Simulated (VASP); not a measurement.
# Ga (I4/mmm) in VASP: notebook, part 4 of 6

VASP 6.6.1. Earlier steps stand in the parts before.

## (62) Equation of state, PBE, 17.19 Å³/atom

File INCAR:

```
ADDGRID = F ; ALGO = Normal
EDIFF = 1E-7 ; ENCUT = 450
GGA = PE ; ISIF = 2
ISMEAR = 1 ; LASPH = T
LCHARG = F ; LREAL = Auto
LWAVE = F ; NELM = 100
PREC = Accurate ; SIGMA = 0.15
```

File KPOINTS:

```
k-points
0
Gamma
  12 12 12
```

File POSCAR:

```
Ga
1.0
   -1.3704139380      1.3704139380      2.2878765449
    1.3704139380     -1.3704139380      2.2878765449
    1.3704139380      1.3704139380     -2.2878765449
Ga
1
Direct
    0.0000000000      0.0000000000      0.0000000000
```

Command:

```sh
cat potpaw_PBE.64/Ga_d/POTCAR > POTCAR
mpirun -np 1 vasp_std > vasp.out
```

Run time: 18 s. Hardware: 1 thread of Intel Xeon 6975P-C (Granite Rapids), shared host; peak memory 0.15 GiB.

The run converged, but some of its settings lie outside the range that counts as converged, so its numbers aren't taken as properties of the crystal.

What came out:

| Item | Value |
| --- | --- |
| Free energy | -2.8543 eV |
| Pressure | 6.0 GPa |
| Band gap on the k mesh | none (metal or under the smearing width) |

## (63) Equation of state, PBE, 18.25 Å³/atom

INCAR is that of step 62.

KPOINTS is that of step 62.

File POSCAR:

```
Ga
1.0
   -1.3981065291      1.3981065291      2.3341087291
    1.3981065291     -1.3981065291      2.3341087291
    1.3981065291      1.3981065291     -2.3341087291
Ga
1
Direct
    0.0000000000      0.0000000000      0.0000000000
```

Potentials or basis: VASP PAW PBE potentials, release 64 (Ga_d).

Command:

```sh
cat potpaw_PBE.64/Ga_d/POTCAR > POTCAR
mpirun -np 1 vasp_std > vasp.out
```

Run time: 17 s. Hardware: 1 thread of Intel Xeon 6975P-C (Granite Rapids), shared host; peak memory 0.15 GiB.

These settings aren't checked as converged: the numbers below hold their error.

What came out:

```
Free energy            : -2.8812 eV
Pressure               : 1.9 GPa
Band gap on the k mesh : none (metal or under the smearing width)
```

## (64) Equation of state, PBE, 17.19 Å³/atom

File INCAR:

```
ADDGRID = F ; ALGO = Normal
EDIFF = 0.01 ; ENCUT = 450
GGA = PE ; ISIF = 2
ISMEAR = 1 ; LASPH = T
LCHARG = F ; LREAL = F
LWAVE = F ; NELM = 100
PREC = Accurate ; SIGMA = 0.15
```

KPOINTS is that of step 63.

File POSCAR:

```
Ga
1.0
   -1.3704139380      1.3704139380      2.2878765449
    1.3704139380     -1.3704139380      2.2878765449
    1.3704139380      1.3704139380     -2.2878765449
Ga
1
Direct
    0.0000000000      0.0000000000      0.0000000000
```

Command:

```sh
cat potpaw_PBE.64/Ga_d/POTCAR > POTCAR
mpirun -np 1 vasp_std > vasp.out
```

It took 4.9 s on 1 thread of Intel Xeon 6975P-C (Granite Rapids), shared host; peak memory 0.15 GiB.

The run converged, but some of its settings lie outside the range that counts as converged, so its numbers aren't taken as properties of the crystal.

Results:

```
Free energy            : -2.8542 eV
Pressure               : 26.4 GPa
Band gap on the k mesh : none (metal or under the smearing width)
```

## (65) Equation of state, PBE, 18.25 Å³/atom

INCAR is that of step 64.

KPOINTS is that of step 64.

File POSCAR:

```
Ga
1.0
   -1.3981065291      1.3981065291      2.3341087291
    1.3981065291     -1.3981065291      2.3341087291
    1.3981065291      1.3981065291     -2.3341087291
Ga
1
Direct
    0.0000000000      0.0000000000      0.0000000000
```

Command:

```sh
cat potpaw_PBE.64/Ga_d/POTCAR > POTCAR
mpirun -np 1 vasp_std > vasp.out
```

Run time: 4.6 s. Hardware: 1 thread of Intel Xeon 6975P-C (Granite Rapids), shared host; peak memory 0.15 GiB.

The run converged, but some of its settings lie outside the range that counts as converged, so its numbers aren't taken as properties of the crystal.

Results:

```yaml
Free_energy: -2.8810 eV
Pressure: 20.0 GPa
Band_gap_on_the_k_mesh: none (metal or under the smearing width)
```

## (66) Equation of state, PBE, 17.19 Å³/atom

Edit INCAR of step 65 so:

```diff
@@ -1,3 +1,3 @@
 ADDGRID = F ; ALGO = Normal
-EDIFF = 0.01 ; ENCUT = 450
+EDIFF = 0.001 ; ENCUT = 450
 GGA = PE ; ISIF = 2
```

KPOINTS is that of step 65.

File POSCAR:

```
Ga
1.0
   -1.3704139380      1.3704139380      2.2878765449
    1.3704139380     -1.3704139380      2.2878765449
    1.3704139380      1.3704139380     -2.2878765449
Ga
1
Direct
    0.0000000000      0.0000000000      0.0000000000
```

Potentials or basis: VASP PAW PBE potentials, release 64 (Ga_d).

Command:

```sh
cat potpaw_PBE.64/Ga_d/POTCAR > POTCAR
mpirun -np 1 vasp_std > vasp.out
```

It took 5.4 s on 1 thread of Intel Xeon 6975P-C (Granite Rapids), shared host; peak memory 0.15 GiB.

These settings aren't checked as converged: the numbers below hold their error.

Results:

```
Free energy            : -2.8536 eV
Pressure               : 6.6 GPa
Band gap on the k mesh : none (metal or under the smearing width)
```

## (67) Equation of state, PBE, 18.25 Å³/atom

INCAR is that of step 66.

KPOINTS is that of step 66.

File POSCAR:

```
Ga
1.0
   -1.3981065291      1.3981065291      2.3341087291
    1.3981065291     -1.3981065291      2.3341087291
    1.3981065291      1.3981065291     -2.3341087291
Ga
1
Direct
    0.0000000000      0.0000000000      0.0000000000
```

Command:

```sh
cat potpaw_PBE.64/Ga_d/POTCAR > POTCAR
mpirun -np 1 vasp_std > vasp.out
```

Run time: 5.4 s. Hardware: 1 thread of Intel Xeon 6975P-C (Granite Rapids), shared host; peak memory 0.15 GiB.

The run converged, but some of its settings lie outside the range that counts as converged, so its numbers aren't taken as properties of the crystal.

Results:

* Free energy: -2.8805 eV
* Pressure: 2.4 GPa
* Band gap on the k mesh: none (metal or under the smearing width)

## (68) Equation of state, PBE, 17.19 Å³/atom

Edit INCAR of step 67 so:

```diff
@@ -1,3 +1,3 @@
 ADDGRID = F ; ALGO = Normal
-EDIFF = 0.001 ; ENCUT = 450
+EDIFF = 1E-4 ; ENCUT = 450
 GGA = PE ; ISIF = 2
```

KPOINTS is that of step 67.

File POSCAR:

```
Ga
1.0
   -1.3704139380      1.3704139380      2.2878765449
    1.3704139380     -1.3704139380      2.2878765449
    1.3704139380      1.3704139380     -2.2878765449
Ga
1
Direct
    0.0000000000      0.0000000000      0.0000000000
```

Command:

```sh
cat potpaw_PBE.64/Ga_d/POTCAR > POTCAR
mpirun -np 1 vasp_std > vasp.out
```

Wall time 6.2 s (1 thread of Intel Xeon 6975P-C (Granite Rapids), shared host); peak memory 0.15 GiB.

These settings aren't checked as converged: the numbers below hold their error.

What came out:

```
Free energy            : -2.8537 eV
Pressure               : 5.7 GPa
Band gap on the k mesh : none (metal or under the smearing width)
```

## (69) Equation of state, PBE, 18.25 Å³/atom

INCAR is that of step 68.

KPOINTS is that of step 68.

File POSCAR:

```
Ga
1.0
   -1.3981065291      1.3981065291      2.3341087291
    1.3981065291     -1.3981065291      2.3341087291
    1.3981065291      1.3981065291     -2.3341087291
Ga
1
Direct
    0.0000000000      0.0000000000      0.0000000000
```

Potentials or basis: VASP PAW PBE potentials, release 64 (Ga_d).

Command:

```sh
cat potpaw_PBE.64/Ga_d/POTCAR > POTCAR
mpirun -np 1 vasp_std > vasp.out
```

Run time: 6.1 s. Hardware: 1 thread of Intel Xeon 6975P-C (Granite Rapids), shared host; peak memory 0.15 GiB.

The run converged, but some of its settings lie outside the range that counts as converged, so its numbers aren't taken as properties of the crystal.

What came out:

```
Free energy            : -2.8805 eV
Pressure               : 1.6 GPa
Band gap on the k mesh : none (metal or under the smearing width)
```

## (70) Equation of state, PBE, 17.19 Å³/atom

Edit INCAR of step 69 so:

```diff
@@ -1,3 +1,3 @@
 ADDGRID = F ; ALGO = Normal
-EDIFF = 1E-4 ; ENCUT = 450
+EDIFF = 1E-5 ; ENCUT = 450
 GGA = PE ; ISIF = 2
```

KPOINTS is that of step 69.

File POSCAR:

```
Ga
1.0
   -1.3704139380      1.3704139380      2.2878765449
    1.3704139380     -1.3704139380      2.2878765449
    1.3704139380      1.3704139380     -2.2878765449
Ga
1
Direct
    0.0000000000      0.0000000000      0.0000000000
```

Command:

```sh
cat potpaw_PBE.64/Ga_d/POTCAR > POTCAR
mpirun -np 1 vasp_std > vasp.out
```

Run time: 6.2 s. Hardware: 1 thread of Intel Xeon 6975P-C (Granite Rapids), shared host; peak memory 0.15 GiB.

The run converged, but some of its settings lie outside the range that counts as converged, so its numbers aren't taken as properties of the crystal.

Results:

```yaml
Free_energy: -2.8537 eV
Pressure: 5.7 GPa
Band_gap_on_the_k_mesh: none (metal or under the smearing width)
```

## (71) Equation of state, PBE, 18.25 Å³/atom

INCAR is that of step 70.

KPOINTS is that of step 70.

File POSCAR:

```
Ga
1.0
   -1.3981065291      1.3981065291      2.3341087291
    1.3981065291     -1.3981065291      2.3341087291
    1.3981065291      1.3981065291     -2.3341087291
Ga
1
Direct
    0.0000000000      0.0000000000      0.0000000000
```

Command:

```sh
cat potpaw_PBE.64/Ga_d/POTCAR > POTCAR
mpirun -np 1 vasp_std > vasp.out
```

It took 6.1 s on 1 thread of Intel Xeon 6975P-C (Granite Rapids), shared host; peak memory 0.15 GiB.

These settings aren't checked as converged: the numbers below hold their error.

What came out:

```yaml
Free_energy: -2.8805 eV
Pressure: 1.6 GPa
Band_gap_on_the_k_mesh: none (metal or under the smearing width)
```

## (72) Equation of state, PBE, 17.19 Å³/atom

Edit INCAR of step 71 so:

```diff
@@ -1,3 +1,3 @@
 ADDGRID = F ; ALGO = Normal
-EDIFF = 1E-5 ; ENCUT = 450
+EDIFF = 1E-6 ; ENCUT = 450
 GGA = PE ; ISIF = 2
```

KPOINTS is that of step 71.

File POSCAR:

```
Ga
1.0
   -1.3704139380      1.3704139380      2.2878765449
    1.3704139380     -1.3704139380      2.2878765449
    1.3704139380      1.3704139380     -2.2878765449
Ga
1
Direct
    0.0000000000      0.0000000000      0.0000000000
```

Potentials or basis: VASP PAW PBE potentials, release 64 (Ga_d).

Command:

```sh
cat potpaw_PBE.64/Ga_d/POTCAR > POTCAR
mpirun -np 1 vasp_std > vasp.out
```

Run time: 6.9 s. Hardware: 1 thread of Intel Xeon 6975P-C (Granite Rapids), shared host; peak memory 0.15 GiB.

The run converged, but some of its settings lie outside the range that counts as converged, so its numbers aren't taken as properties of the crystal.

What came out:

```yaml
Free_energy: -2.8537 eV
Pressure: 6.0 GPa
Band_gap_on_the_k_mesh: none (metal or under the smearing width)
```

## (73) Equation of state, PBE, 18.25 Å³/atom

INCAR is that of step 72.

KPOINTS is that of step 72.

File POSCAR:

```
Ga
1.0
   -1.3981065291      1.3981065291      2.3341087291
    1.3981065291     -1.3981065291      2.3341087291
    1.3981065291      1.3981065291     -2.3341087291
Ga
1
Direct
    0.0000000000      0.0000000000      0.0000000000
```

Command:

```sh
cat potpaw_PBE.64/Ga_d/POTCAR > POTCAR
mpirun -np 1 vasp_std > vasp.out
```

Wall time 6.7 s (1 thread of Intel Xeon 6975P-C (Granite Rapids), shared host); peak memory 0.15 GiB.

The run converged, but some of its settings lie outside the range that counts as converged, so its numbers aren't taken as properties of the crystal.

What came out:

* Free energy: -2.8805 eV
* Pressure: 1.8 GPa
* Band gap on the k mesh: none (metal or under the smearing width)

## (74) Equation of state, PBE, 17.19 Å³/atom

File INCAR:

```
ADDGRID = T ; ALGO = Normal
EDIFF = 1E-7 ; ENCUT = 450
GGA = PE ; ISIF = 2
ISMEAR = 1 ; LASPH = T
LCHARG = F ; LREAL = F
LWAVE = F ; NELM = 100
PREC = Accurate ; SIGMA = 0.15
```

KPOINTS is that of step 73.

File POSCAR:

```
Ga
1.0
   -1.3704139380      1.3704139380      2.2878765449
    1.3704139380     -1.3704139380      2.2878765449
    1.3704139380      1.3704139380     -2.2878765449
Ga
1
Direct
    0.0000000000      0.0000000000      0.0000000000
```

Command:

```sh
cat potpaw_PBE.64/Ga_d/POTCAR > POTCAR
mpirun -np 1 vasp_std > vasp.out
```

Run time: 9.1 s. Hardware: 1 thread of Intel Xeon 6975P-C (Granite Rapids), shared host; peak memory 0.22 GiB.

The run converged, but some of its settings lie outside the range that counts as converged, so its numbers aren't taken as properties of the crystal.

Results:

| Item | Value |
| --- | --- |
| Free energy | -2.8537 eV |
| Pressure | 6.0 GPa |
| Band gap on the k mesh | none (metal or under the smearing width) |

## (75) Equation of state, PBE, 18.25 Å³/atom

INCAR is that of step 74.

KPOINTS is that of step 74.

File POSCAR:

```
Ga
1.0
   -1.3981065291      1.3981065291      2.3341087291
    1.3981065291     -1.3981065291      2.3341087291
    1.3981065291      1.3981065291     -2.3341087291
Ga
1
Direct
    0.0000000000      0.0000000000      0.0000000000
```

Potentials or basis: VASP PAW PBE potentials, release 64 (Ga_d).

Command:

```sh
cat potpaw_PBE.64/Ga_d/POTCAR > POTCAR
mpirun -np 1 vasp_std > vasp.out
```

Wall time 8.9 s (1 thread of Intel Xeon 6975P-C (Granite Rapids), shared host); peak memory 0.22 GiB.

These settings aren't checked as converged: the numbers below hold their error.

What came out:

```yaml
Free_energy: -2.8805 eV
Pressure: 1.9 GPa
Band_gap_on_the_k_mesh: none (metal or under the smearing width)
```

## (76) Equation of state, PBE, 17.19 Å³/atom

File INCAR:

```
ADDGRID = F ; ALGO = Normal
EDIFF = 1E-7 ; ENCUT = 450
GGA = PE ; ISIF = 2
ISMEAR = 1 ; LASPH = F
LCHARG = F ; LREAL = F
LWAVE = F ; NELM = 100
PREC = Accurate ; SIGMA = 0.15
```

KPOINTS is that of step 75.

File POSCAR:

```
Ga
1.0
   -1.3704139380      1.3704139380      2.2878765449
    1.3704139380     -1.3704139380      2.2878765449
    1.3704139380      1.3704139380     -2.2878765449
Ga
1
Direct
    0.0000000000      0.0000000000      0.0000000000
```

Command:

```sh
cat potpaw_PBE.64/Ga_d/POTCAR > POTCAR
mpirun -np 1 vasp_std > vasp.out
```

It took 7 s on 1 thread of Intel Xeon 6975P-C (Granite Rapids), shared host; peak memory 0.15 GiB.

The run converged, but some of its settings lie outside the range that counts as converged, so its numbers aren't taken as properties of the crystal.

What came out:

| Quantity | Value |
| --- | --- |
| Free energy | -2.8535 eV |
| Pressure | 6.0 GPa |
| Band gap on the k mesh | none (metal or under the smearing width) |

## (77) Equation of state, PBE, 18.25 Å³/atom

INCAR is that of step 76.

KPOINTS is that of step 76.

File POSCAR:

```
Ga
1.0
   -1.3981065291      1.3981065291      2.3341087291
    1.3981065291     -1.3981065291      2.3341087291
    1.3981065291      1.3981065291     -2.3341087291
Ga
1
Direct
    0.0000000000      0.0000000000      0.0000000000
```

Command:

```sh
cat potpaw_PBE.64/Ga_d/POTCAR > POTCAR
mpirun -np 1 vasp_std > vasp.out
```

Run time: 6.9 s. Hardware: 1 thread of Intel Xeon 6975P-C (Granite Rapids), shared host; peak memory 0.15 GiB.

These settings aren't checked as converged: the numbers below hold their error.

Results:

```yaml
Free_energy: -2.8804 eV
Pressure: 1.9 GPa
Band_gap_on_the_k_mesh: none (metal or under the smearing width)
```

## (78) Equation of state, PBE, 17.19 Å³/atom

File INCAR:

```
ADDGRID = F ; ALGO = Normal
EDIFF = 1E-4 ; ENCUT = 450
GGA = PE ; ISIF = 2
ISMEAR = 1 ; LASPH = T
LCHARG = F ; LREAL = Auto
LWAVE = F ; NELM = 100
PREC = Normal ; SIGMA = 0.15
```

KPOINTS is that of step 77.

File POSCAR:

```
Ga
1.0
   -1.3704139380      1.3704139380      2.2878765449
    1.3704139380     -1.3704139380      2.2878765449
    1.3704139380      1.3704139380     -2.2878765449
Ga
1
Direct
    0.0000000000      0.0000000000      0.0000000000
```

Potentials or basis: VASP PAW PBE potentials, release 64 (Ga_d).

Command:

```sh
cat potpaw_PBE.64/Ga_d/POTCAR > POTCAR
mpirun -np 1 vasp_std > vasp.out
```

Wall time 4.9 s (1 thread of Intel Xeon 6975P-C (Granite Rapids), shared host); peak memory 0.12 GiB.

These settings aren't checked as converged: the numbers below hold their error.

What came out:

* Free energy: -2.8542 eV
* Pressure: 5.7 GPa
* Band gap on the k mesh: none (metal or under the smearing width)

## (79) Equation of state, PBE, 18.25 Å³/atom

INCAR is that of step 78.

KPOINTS is that of step 78.

File POSCAR:

```
Ga
1.0
   -1.3981065291      1.3981065291      2.3341087291
    1.3981065291     -1.3981065291      2.3341087291
    1.3981065291      1.3981065291     -2.3341087291
Ga
1
Direct
    0.0000000000      0.0000000000      0.0000000000
```

Command:

```sh
cat potpaw_PBE.64/Ga_d/POTCAR > POTCAR
mpirun -np 1 vasp_std > vasp.out
```

Wall time 4.7 s (1 thread of Intel Xeon 6975P-C (Granite Rapids), shared host); peak memory 0.12 GiB.

The run converged, but some of its settings lie outside the range that counts as converged, so its numbers aren't taken as properties of the crystal.

What came out:

```yaml
Free_energy: -2.8811 eV
Pressure: 1.6 GPa
Band_gap_on_the_k_mesh: none (metal or under the smearing width)
```

## (80) Equation of state, PBE, 17.19 Å³/atom

File INCAR:

```
ADDGRID = F ; ALGO = Normal
EDIFF = 1E-7 ; ENCUT = 350
GGA = PE ; ISIF = 2
ISMEAR = 1 ; LASPH = T
LCHARG = F ; LREAL = F
LWAVE = F ; NELM = 100
PREC = Accurate ; SIGMA = 0.15
```

File KPOINTS:

```
k-points
0
Gamma
  14 14 14
```

File POSCAR:

```
Ga
1.0
   -1.3704139380      1.3704139380      2.2878765449
    1.3704139380     -1.3704139380      2.2878765449
    1.3704139380      1.3704139380     -2.2878765449
Ga
1
Direct
    0.0000000000      0.0000000000      0.0000000000
```

Command:

```sh
cat potpaw_PBE.64/Ga_d/POTCAR > POTCAR
mpirun -np 1 vasp_std > vasp.out
```

Wall time 8.3 s (1 thread of Intel Xeon 6975P-C (Granite Rapids), shared host); peak memory 0.13 GiB.

The run converged, but some of its settings lie outside the range that counts as converged, so its numbers aren't taken as properties of the crystal.

What came out:

```yaml
Free_energy: -2.8540 eV
Pressure: 5.6 GPa
Band_gap_on_the_k_mesh: none (metal or under the smearing width)
```

Caveat: the cutoff is under 1.25 times the usual one of these potentials, so pressure, stress and relaxed cells hold a basis-set (Pulay) error.

## (81) Equation of state, PBE, 18.25 Å³/atom

INCAR is that of step 80.

KPOINTS is that of step 80.

File POSCAR:

```
Ga
1.0
   -1.3981065291      1.3981065291      2.3341087291
    1.3981065291     -1.3981065291      2.3341087291
    1.3981065291      1.3981065291     -2.3341087291
Ga
1
Direct
    0.0000000000      0.0000000000      0.0000000000
```

Potentials or basis: VASP PAW PBE potentials, release 64 (Ga_d).

Command:

```sh
cat potpaw_PBE.64/Ga_d/POTCAR > POTCAR
mpirun -np 1 vasp_std > vasp.out
```

Wall time 9.5 s (1 thread of Intel Xeon 6975P-C (Granite Rapids), shared host); peak memory 0.14 GiB.

The run converged, but some of its settings lie outside the range that counts as converged, so its numbers aren't taken as properties of the crystal.

What came out:

| Property | Result |
| --- | --- |
| Free energy | -2.8802 eV |
| Pressure | 1.7 GPa |
| Band gap on the k mesh | none (metal or under the smearing width) |

Caveat: the cutoff is under 1.25 times the usual one of these potentials, so pressure, stress and relaxed cells hold a basis-set (Pulay) error.

## (82) Equation of state, PBE, 17.19 Å³/atom

Edit INCAR of step 81 so:

```diff
@@ -1,3 +1,3 @@
 ADDGRID = F ; ALGO = Normal
-EDIFF = 1E-7 ; ENCUT = 350
+EDIFF = 1E-7 ; ENCUT = 700
 GGA = PE ; ISIF = 2
```

File KPOINTS:

```
k-points
0
Gamma
  10 10 10
```

File POSCAR:

```
Ga
1.0
   -1.3704139380      1.3704139380      2.2878765449
    1.3704139380     -1.3704139380      2.2878765449
    1.3704139380      1.3704139380     -2.2878765449
Ga
1
Direct
    0.0000000000      0.0000000000      0.0000000000
```

Command:

```sh
cat potpaw_PBE.64/Ga_d/POTCAR > POTCAR
mpirun -np 1 vasp_std > vasp.out
```

Wall time 11 s (1 thread of Intel Xeon 6975P-C (Granite Rapids), shared host); peak memory 0.17 GiB.

These settings aren't checked as converged: the numbers below hold their error.

What came out:

```
Free energy            : -2.8475 eV
Pressure               : 6.3 GPa
Band gap on the k mesh : none (metal or under the smearing width)
```

## (83) Equation of state, PBE, 18.25 Å³/atom

INCAR is that of step 82.

KPOINTS is that of step 82.

File POSCAR:

```
Ga
1.0
   -1.3981065291      1.3981065291      2.3341087291
    1.3981065291     -1.3981065291      2.3341087291
    1.3981065291      1.3981065291     -2.3341087291
Ga
1
Direct
    0.0000000000      0.0000000000      0.0000000000
```

Command:

```sh
cat potpaw_PBE.64/Ga_d/POTCAR > POTCAR
mpirun -np 1 vasp_std > vasp.out
```

Run time: 11 s. Hardware: 1 thread of Intel Xeon 6975P-C (Granite Rapids), shared host; peak memory 0.17 GiB.

These settings aren't checked as converged: the numbers below hold their error.

What came out:

```
Free energy            : -2.8747 eV
Pressure               : 2.1 GPa
Band gap on the k mesh : none (metal or under the smearing width)
```

## (84) Equation of state, PBE, 17.19 Å³/atom

Edit INCAR of step 83 so:

```diff
@@ -1,3 +1,3 @@
 ADDGRID = F ; ALGO = Normal
-EDIFF = 1E-7 ; ENCUT = 700
+EDIFF = 1E-7 ; ENCUT = 400
 GGA = PE ; ISIF = 2
```

File KPOINTS:

```
k-points
0
Gamma
  14 14 14
```

File POSCAR:

```
Ga
1.0
   -1.3704139380      1.3704139380      2.2878765449
    1.3704139380     -1.3704139380      2.2878765449
    1.3704139380      1.3704139380     -2.2878765449
Ga
1
Direct
    0.0000000000      0.0000000000      0.0000000000
```

Potentials or basis: VASP PAW PBE potentials, release 64 (Ga_d).

Command:

```sh
cat potpaw_PBE.64/Ga_d/POTCAR > POTCAR
mpirun -np 1 vasp_std > vasp.out
```

Wall time 10 s (1 thread of Intel Xeon 6975P-C (Granite Rapids), shared host); peak memory 0.14 GiB.

The run converged, but some of its settings lie outside the range that counts as converged, so its numbers aren't taken as properties of the crystal.

Results:

```
Free energy            : -2.8535 eV
Pressure               : 5.5 GPa
Band gap on the k mesh : none (metal or under the smearing width)
```

(Continued in part 5 of 6.)
